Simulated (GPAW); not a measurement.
# AlN (P6_3mc) in GPAW: notebook, part 2 of 2

GPAW 26.7.0.

## Step 3: Band structure, PBE

Contents of run.py:

```python
from ase import Atoms
from ase.dft.bandgap import bandgap
from ase.io import write
from gpaw import GPAW

atoms = Atoms(['Al', 'Al', 'N', 'N'],
              cell=[[3.113, 0.0, 0.0],
                    [-1.5565, 2.695937082, 0.0],
                    [0.0, 0.0, 4.981]],
              scaled_positions=[[0.6666666667, 0.3333333333, 0.5],
                                [0.3333333333, 0.6666666667, 0.0],
                                [0.6666666667, 0.3333333333, 0.88],
                                [0.3333333333, 0.6666666667, 0.38]],
              pbc=True)

calc = GPAW(mode='lcao',
            h=0.16,
            basis='dzp',
            xc='PBE',
            kpts={'size': (7, 7, 4), 'gamma': True},
            occupations={'name': 'fermi-dirac', 'width': 0.05},
            convergence={'density': 1e-05, 'energy': 1e-05},
            maxiter=150,
            txt='gpaw.txt')
atoms.calc = calc
energy = atoms.get_potential_energy()
forces = atoms.get_forces()
calc.write('gs.gpw')
write('result.traj', atoms)
print(f'Energy: {energy:.6f} eV')
print('Forces (eV/A):')
print(forces.round(4))
print('Fermi level:', round(calc.get_fermi_level(), 4), 'eV')
print(f'Gap: {bandgap(calc)[0]:.4f} eV, direct: {bandgap(calc, direct=True)[0]:.4f} eV')

path = atoms.cell.bandpath('GMKGALHA,LM,KH', npoints=100, eps=1e-4)
bs_calc = calc.fixed_density(kpts=path, symmetry='off', txt='bands.txt')
bs = bs_calc.band_structure()
bs.write('bs.json')
print(f'Gap on the path: {bandgap(bs_calc)[0]:.4f} eV')
```

Potentials or basis: GPAW PAW data sets (gpaw-data 1.2.1), lcao:dzp.

Run with:

```console
> OMP_NUM_THREADS=1 python run.py
```

gpaw.txt:

```text
__  _  _
 | _ |_)|_||  |
 |__||  | ||/\| - 26.7.0

Input parameters:
  mode=LCAO(),
  basis={'default': 'dzp'},
  convergence={'density': 1e-05, 'energy': 1e-05},
  h=0.16,
  kpts=MonkhorstPack(size=(7, 7, 4), gamma=True),
  maxiter=150,
  occupations=Occupations(name='fermi-dirac', width=0.05),
  xc=XC(name='PBE')

           N

           Al
        N

        Al

Atoms  # Å, Bohr magnetons
|   | symbol |         x |        y |        z |    initial magnetic moments |
|---|--------|-----------|----------|----------|-----------------------------|
| 0 |     Al |  1.556500 | 0.898646 | 2.490500 | ( 0.0000,  0.0000,  0.0000) |
| 1 |     Al | -0.000000 | 1.797291 | 0.000000 | ( 0.0000,  0.0000,  0.0000) |
| 2 |      N |  1.556500 | 0.898646 | 4.383280 | ( 0.0000,  0.0000,  0.0000) |
| 3 |      N | -0.000000 | 1.797291 | 1.892780 | ( 0.0000,  0.0000,  0.0000) |

Unit cell  # Å
| periodic |         x |        y |        z |  lengths |     angles |
|----------|-----------|----------|----------|----------|------------|
|      yes |  3.113000 | 0.000000 | 0.000000 | 3.113000 |  90.000000 |
|      yes | -1.556500 | 2.695937 | 0.000000 | 3.113000 |  90.000000 |
|      yes |  0.000000 | 0.000000 | 4.981000 | 4.981000 | 120.000000 |

Number of symmetries: 6
Symmetry operations  # r_c * U_cc + t_c -> r_c
|   | kind |            matrix            |
|---|------|------------------------------|
| 0 |  σ   |  1, 1, 0,  0,-1, 0,  0, 0, 1 |
| 1 |  E   |  1, 0, 0,  0, 1, 0,  0, 0, 1 |
[... 320 lines left out ...]
interpolation: tri-quintic # 5. degree polynomial

convergence criteria:
- Maximum integral of absolute [dens]ity change: 1e-05 electrons / valence electron
- Maximum [total energy] change in last 3 cyles: 1e-05 eV / valence electron
- Maximum integral of absolute [eigenst]ate change: 4e-08 eV^2 / valence electron
maximum number of iterations: 150

SCF iterations
|iter     | |      energy | eigst |  dens |
|---------|-|-------------|-------|-------|
|iter:   1| |  -31.500340 |      c|       |
|iter:   2| |  -30.715136 |      c| -0.60 |
|iter:   3| |  -28.457712 |      c| -0.65 |
|iter:   4| |  -28.477438 |      c| -1.29 |
|iter:   5| |  -28.485212 |      c| -1.58 |
|iter:   6| |  -28.485202 |      c| -3.44 |
|iter:   7| |  -28.485202c|      c| -3.97 |
|iter:   8| |  -28.485202c|      c| -4.96 |
|iter:   9| |  -28.485202c|      c| -5.53c|

Converged in 9 steps
Energy contributions relative to reference atoms: (reference = -16170.289538)

Energy contributions:
  Kinetic:          35.059274
  Coulomb:         -29.762708
  Zero:              0.516194
  External:          0.000000
  Xc:              -34.297962
  Entropy:          -0.000000
  Spinorbit:         0.000000
  ----------------------------
  Free energy:     -28.485202
  Extrapolated:    -28.485202

dipole moment: (-0.000001, 0.000000, -6.819971)  # |e|*Ang

Fermi level: 7.652
Eigenvalues  # (at kpt = [0.000, 0.000, 0.000])
| band index |      eig [eV] | occ [0-2] |
|------------|---------------|-----------|
|          0 |        -9.039 |     2.000 |
|          1 |        -6.885 |     2.000 |
|          2 |         0.139 |     2.000 |
|          3 |         5.388 |     2.000 |
|          4 |         5.394 |     2.000 |
|          5 |         6.091 |     2.000 |
|          6 |         6.098 |     2.000 |
|          7 |         6.276 |     2.000 |
|          8 |        10.444 |     0.000 |
|          9 |        12.856 |     0.000 |
|         10 |        17.138 |     0.000 |
|         11 |        17.386 |     0.000 |
|         12 |        17.386 |     0.000 |
|         13 |        19.466 |     0.000 |

Gap: 4.168 eV
Transition (v -> c):
  (s=0, k=0, n=7, [0.00, 0.00, 0.00]) -> (s=0, k=0, n=8, [0.00, 0.00, 0.00])
No difference between direct/indirect transitions

Forces  # eV/Ang
|        x |        y |        z |
|----------|----------|----------|
|  0.00000 |  0.00000 | -0.13581 |  # Al   0
| -0.00000 | -0.00000 | -0.13582 |  # Al   1
|  0.00000 |  0.00000 |  0.18191 |  # N    2
|  0.00000 |  0.00000 |  0.18193 |  # N    3

# Writing to gs.gpw (mode='')
```

Wall time 4.1 min (1 thread of Arm Neoverse V2, shared host); peak memory 0.25 GiB.

What came out:

- Free energy: -28.4852 eV
- Band gap on the k mesh: 4.17 eV, direct
- Band gap along the path: 4.17 eV, direct

Levels at the corners of the path, in eV from the valence-band top:
| point | band 6 | band 7 | band 8 | band 9 | band 10 | band 11 |
| --- | --- | --- | --- | --- | --- | --- |
| Γ | -0.19 | -0.18 | 0.00 | 4.17 | 6.58 | 10.86 |
| M | -2.17 | -1.88 | -0.72 | 5.77 | 5.79 | 8.22 |
| K | -2.51 | -2.49 | -2.49 | 5.05 | 8.40 | 9.78 |
| Γ | -0.19 | -0.18 | 0.00 | 4.17 | 6.58 | 10.86 |
| A | -0.57 | -0.57 | -0.57 | 6.45 | 6.45 | 10.53 |
| L | -1.53 | -1.44 | -1.44 | 5.27 | 5.27 | 9.35 |
| H | -3.96 | -0.87 | -0.87 | 7.45 | 7.45 | 7.82 |
| A | -0.57 | -0.57 | -0.57 | 6.45 | 6.45 | 10.53 |
| L | -1.53 | -1.44 | -1.44 | 5.27 | 5.27 | 9.35 |
| M | -2.17 | -1.88 | -0.72 | 5.77 | 5.79 | 8.22 |
| K | -2.51 | -2.49 | -2.49 | 5.05 | 8.40 | 9.78 |
| H | -3.96 | -0.87 | -0.87 | 7.45 | 7.45 | 7.82 |

Caveat: the real-space grid adds noise to forces; the forces don't sum to zero, a sign of grid noise; the basis of atomic orbitals isn't converged, which shifts pressures, moduli and gaps.

## Step 4: Band structure, PBEint

run.py, as its differences from that of step 3:

```diff
@@ -3,3 +3,6 @@
 from ase.io import write
-from gpaw import GPAW
+from ase.units import GPa
+from gpaw import GPAW, PW, setup_paths
+
+setup_paths.insert(0, '.')
 
@@ -15,8 +18,7 @@
 
-calc = GPAW(mode='lcao',
-            h=0.16,
-            basis='dzp',
-            xc='PBE',
+calc = GPAW(mode=PW(800),
+            xc='GGA_X_PBEINT+GGA_C_PBEINT',
             kpts={'size': (7, 7, 4), 'gamma': True},
             occupations={'name': 'fermi-dirac', 'width': 0.05},
+            nbands=18,
             convergence={'density': 1e-05, 'energy': 1e-05},
@@ -27,2 +29,3 @@
 forces = atoms.get_forces()
+stress = atoms.get_stress()
 calc.write('gs.gpw')
@@ -32,2 +35,3 @@
 print(forces.round(4))
+print('Stress (GPa):', (stress / GPa).round(3))
 print('Fermi level:', round(calc.get_fermi_level(), 4), 'eV')
@@ -35,4 +39,5 @@
 
-path = atoms.cell.bandpath('GMKGALHA,LM,KH', npoints=100, eps=1e-4)
-bs_calc = calc.fixed_density(kpts=path, symmetry='off', txt='bands.txt')
+path = atoms.cell.bandpath('GMKGALHA,LM,KH', npoints=80, eps=1e-4)
+bs_calc = calc.fixed_density(kpts=path, symmetry='off', nbands=29,
+                             convergence={'bands': 'CBM+6.0', 'eigenstates': 1e-6}, txt='bands.txt')
 bs = bs_calc.band_structure()
```

Potentials or basis: PAW data sets generated in the run's folder for this functional, pw.

Run with:

```console
> gpaw-setup -f GGA_X_PBEINT+GGA_C_PBEINT Al N
> OMP_NUM_THREADS=1 python run.py
```

gpaw.txt:

```text
__  _  _
 | _ |_)|_||  |
 |__||  | ||/\| - 26.7.0

Input parameters:
  mode=PW(ecut=800.0),
  convergence={'density': 1e-05, 'energy': 1e-05},
  kpts=MonkhorstPack(size=(7, 7, 4), gamma=True),
  maxiter=150,
  nbands=18,
  occupations=Occupations(name='fermi-dirac', width=0.05),
  xc=XC(name='GGA_X_PBEINT+GGA_C_PBEINT')

Diagonalizing LCAO Hamiltonian
Converting LCAO to pw mode

           N

           Al
        N

        Al

Atoms  # Å, Bohr magnetons
|   | symbol |         x |        y |        z |    initial magnetic moments |
|---|--------|-----------|----------|----------|-----------------------------|
| 0 |     Al |  1.556500 | 0.898646 | 2.490500 | ( 0.0000,  0.0000,  0.0000) |
| 1 |     Al | -0.000000 | 1.797291 | 0.000000 | ( 0.0000,  0.0000,  0.0000) |
| 2 |      N |  1.556500 | 0.898646 | 4.383280 | ( 0.0000,  0.0000,  0.0000) |
| 3 |      N | -0.000000 | 1.797291 | 1.892780 | ( 0.0000,  0.0000,  0.0000) |

Unit cell  # Å
| periodic |         x |        y |        z |  lengths |     angles |
|----------|-----------|----------|----------|----------|------------|
|      yes |  3.113000 | 0.000000 | 0.000000 | 3.113000 |  90.000000 |
|      yes | -1.556500 | 2.695937 | 0.000000 | 3.113000 |  90.000000 |
|      yes |  0.000000 | 0.000000 | 4.981000 | 4.981000 | 120.000000 |

Number of symmetries: 6
Symmetry operations  # r_c * U_cc + t_c -> r_c
|   | kind |            matrix            |
|---|------|------------------------------|
| 0 |  σ   |  1, 1, 0,  0,-1, 0,  0, 0, 1 |
| 1 |  E   |  1, 0, 0,  0, 1, 0,  0, 0, 1 |
| 2 |  C3  |  0, 1, 0, -1,-1, 0,  0, 0, 1 |
| 3 |  σ   |  0,-1, 0, -1, 0, 0,  0, 0, 1 |
| 4 |  σ   | -1, 0, 0,  1, 1, 0,  0, 0, 1 |
| 5 |  C3  | -1,-1, 0,  1, 0, 0,  0, 0, 1 |

BZ-sampling:
  Number of BZ points: 196
  Number of IBZ points: 28

  Monkhorst-Pack size: [7, 7, 4]
  Monkhorst-Pack shift: [0.0, 0.0, 0.125]

K-points  # in reciprocal-cell coordinates
|     |                                coordinates |     weight |
|-----|--------------------------------------------|------------|
|   0 | (  0.00000000,   0.00000000,   0.00000000) | 0.00510204 |
|   1 | (  0.00000000,   0.00000000,   0.25000000) | 0.01020408 |
|   2 | (  0.00000000,   0.00000000,   0.50000000) | 0.00510204 |
|   3 | (  0.14285714,   0.00000000,  -0.25000000) | 0.03061224 |
|   4 | (  0.14285714,   0.00000000,   0.00000000) | 0.03061224 |
|   5 | (  0.14285714,   0.00000000,   0.25000000) | 0.03061224 |
|   6 | (  0.14285714,   0.00000000,   0.50000000) | 0.03061224 |
|   7 | (  0.28571429,  -0.14285714,   0.00000000) | 0.03061224 |
|   8 | (  0.28571429,  -0.14285714,   0.25000000) | 0.06122449 |
|   9 | (  0.28571429,  -0.14285714,   0.50000000) | 0.03061224 |
| ... |                                            |            |
|  27 | (  0.42857143,   0.42857143,   0.50000000) | 0.03061224 |

Plane wave coefficients: 2177
Cutoff: 800.0 eV

Spin-components: 1 (collinear spins)
Bands:           18
Projectors:      20
Spin-degeneracy: 2
Datatype:        complex128

Parallelization:
  kpt:    1
  domain: 1
  band:   1

Density:
  Valence electrons: 16.0
  Components: 1
  Grid points: [21 21 35]
  Charge: 0.0  # |e|

Potential:
  Grid points: [21 21 35]

species:
  Al:
    name:    Aluminium
    Z:       13.0
    valence: 3
    core:    10
    charge:  0.0  # [|e|]
    compensation charges:
      type: gauss
      rc: 0.34  # [Å]
      lmax: 2
    cutoffs:
      filter: 1.91  # [Å]
      core: 2.36  # [Å]
    projectors
    | kind |    occ | energy [eV] | rcut [Å] |
    |------|--------|-------------|----------|
    |   3s |  2.000 |      -7.679 |    1.085 |
    |   3p |  1.000 |      -2.671 |    1.085 |
    |    s |        |      19.532 |    1.085 |
    |    p |        |      24.541 |    1.085 |
    |    d |        |       0.000 |    1.085 |

    Using partial waves for Al as LCAO basis

  N:
    name:    Nitrogen
    Z:       7.0
    valence: 5
    core:    2
    charge:  0.0  # [|e|]
    compensation charges:
      type: gauss
      rc: 0.18  # [Å]
      lmax: 2
    cutoffs:
      filter: 1.11  # [Å]
      core: 0.96  # [Å]
    projectors
    | kind |    occ | energy [eV] | rcut [Å] |
    |------|--------|-------------|----------|
    |   2s |  2.000 |     -18.471 |    0.603 |
    |   2p |  3.000 |      -6.981 |    0.529 |
    |    s |        |       8.741 |    0.603 |
    |    p |        |      20.230 |    0.529 |
    |    d |        |       0.000 |    0.577 |

    Using partial waves for N as LCAO basis

Reference energy: -16136.086557  # eV

eigensolver:
  PPCG
  Converge bands: occupied
  niter=2

density mixing:
  MSR1-Mixer
  Pratt-step length: 0.05
  Maximum mixing coefficient: 0.75
  Old densities: 10
  SVD Regularization: 0.005
  Good broyden scale: 1.0
  Trust region scale: 1.0
  Backstep threshold: 4.0
  History deletion threshold: 6.0
  Fourier metric: weight=20.0, sigma=0.015

occupation numbers:
  Fermi-Dirac:
    width: 0.0500  # eV

poisson solver:
  ecut: 6400.0  # eV

xc functional:
  name: GGA_X_PBEINT+GGA_C_PBEINT with 2 nearest neighbor stencil

convergence criteria:
- Maximum integral of absolute [dens]ity change: 1e-05 electrons / valence electron
- Maximum [total energy] change in last 3 cyles: 1e-05 eV / valence electron
- Maximum integral of absolute [eigenst]ate change: 4e-08 eV^2 / valence electron
maximum number of iterations: 150

SCF iterations
|iter     | |      energy | eigst |  dens |
|---------|-|-------------|-------|-------|
|iter:   1| |  -34.252447 | -0.24 |       |
|iter:   2| |  -33.271820 | -2.07 | -0.57 |
|iter:   3| |  -30.422948 | -0.79 | -0.62 |
|iter:   4| |  -30.439421 | -2.88 | -1.25 |
|iter:   5| |  -30.448810 | -3.45 | -1.55 |
|iter:   6| |  -30.448892 | -5.44 | -2.80 |
|iter:   7| |  -30.448908c| -6.30 | -3.20 |
|iter:   8| |  -30.448908c| -7.87c| -4.32 |
|iter:   9| |  -30.448908c| -7.62c| -4.62 |
|iter:  10| |  -30.448908c| -8.31c| -5.00 |
|iter:  11| |  -30.448908c| -9.59c| -5.88c|

Converged in 11 steps
Energy contributions relative to reference atoms: (reference = -16136.086557)

Energy contributions:
  Kinetic:          35.950162
  Coulomb:         -31.393875
  Zero:              0.159728
  External:          0.000000
  Xc:              -35.164924
  Entropy:          -0.000000
  Spinorbit:         0.000000
  ----------------------------
  Free energy:     -30.448908
  Extrapolated:    -30.448908

dipole moment: (-0.000000, -0.000001, -6.816019)  # |e|*Ang

Fermi level: 7.052
Eigenvalues  # (at kpt = [0.000, 0.000, 0.000])
| band index |      eig [eV] | occ [0-2] |
|------------|---------------|-----------|
|          0 |        -9.064 |     2.000 |
|          1 |        -6.884 |     2.000 |
|          2 |         0.065 |     2.000 |
|          3 |         5.274 |     2.000 |
|          4 |         5.274 |     2.000 |
|          5 |         5.935 |     2.000 |
[... 8 lines left out ...]
|         14 |        19.216 |     0.000 |
|         15 |        19.217 |     0.000 |
|        ... |               |           |
|         17 |        20.764 |     0.000 |

Gap: 4.133 eV
Transition (v -> c):
  (s=0, k=0, n=7, [0.00, 0.00, 0.00]) -> (s=0, k=0, n=8, [0.00, 0.00, 0.00])
No difference between direct/indirect transitions

Forces  # eV/Ang
|        x |        y |        z |
|----------|----------|----------|
|  0.00000 |  0.00000 | -0.13962 |  # Al   0
| -0.00000 | -0.00000 | -0.13961 |  # Al   1
| -0.00000 |  0.00000 |  0.14004 |  # N    2
|  0.00000 |  0.00000 |  0.13969 |  # N    3

Stress tensor  # eV/Ang^3
|         x |         y |         z |
|-----------|-----------|-----------|
| -0.016478 |  0.000000 | -0.000000 |
| -0.000000 | -0.016478 |  0.000000 |
| -0.000000 |  0.000000 | -0.025026 |

# Writing to gs.gpw (mode='')
```

It took 56 s on 1 thread of Arm Neoverse V2, shared host; peak memory 0.32 GiB.

Results:

```
Free energy             : -30.4489 eV
Pressure                : 3.1 GPa
Largest force           : 0.140 eV/Å
Band gap on the k mesh  : 4.13 eV, direct
Band gap along the path : 4.13 eV, direct
```

Forces on the atoms (eV/Å):
```
Al   0.000  0.000 -0.140
Al   0.000  0.000 -0.140
N    0.000  0.000  0.140
N    0.000  0.000  0.140
```

Levels at the corners of the path, in eV from the valence-band top:
```tsv
point	band 6	band 7	band 8	band 9	band 10	band 11
Γ	-0.18	-0.18	0.00	4.13	6.59	10.52
M	-2.09	-1.81	-0.66	5.68	5.70	8.13
K	-2.46	-2.40	-2.40	4.89	8.26	9.60
Γ	-0.18	-0.18	0.00	4.13	6.59	10.52
A	-0.52	-0.52	-0.52	6.39	6.39	10.26
L	-1.45	-1.37	-1.37	5.19	5.19	9.19
H	-3.90	-0.79	-0.79	7.30	7.30	7.76
A	-0.52	-0.52	-0.52	6.39	6.39	10.26
L	-1.45	-1.37	-1.37	5.19	5.19	9.19
M	-2.09	-1.81	-0.66	5.68	5.70	8.13
K	-2.46	-2.40	-2.40	4.89	8.26	9.60
H	-3.90	-0.79	-0.79	7.30	7.30	7.76
```

## Step 5: Against experiment

Step 3. Measured gap of AlN: 6.034 eV (an exciton energy, a little under the gap; 10 K; quoted in “Self-assembly of well-separated AlN nanowires directly on sputtered metallic TiN films”, 2019, arxiv:1910.07391). This calculation gives 4.17 eV (-1.87 eV). 2 values of this kind are on record (6.034 to 6.0343 eV); this one was drawn at random. The value is that of PBE in an atomic basis (GPAW PAW data sets (gpaw-data 1.2.1), lcao:dzp), whose error adds to the functional's,, without temperature or zero-point motion. Semilocal functionals fall short of measured gaps as a rule.

Step 4. Against the measured gap of AlN, 6.034 eV (an exciton energy, a little under the gap; 10 K; quoted in “Self-assembly of well-separated AlN nanowires directly on sputtered metallic TiN films”, 2019, arxiv:1910.07391), the calculated 4.13 eV is off by -1.90 eV. 2 values of this kind are on record (6.034 to 6.0343 eV); this one was drawn at random. The value is that of PBEint, without temperature or zero-point motion.
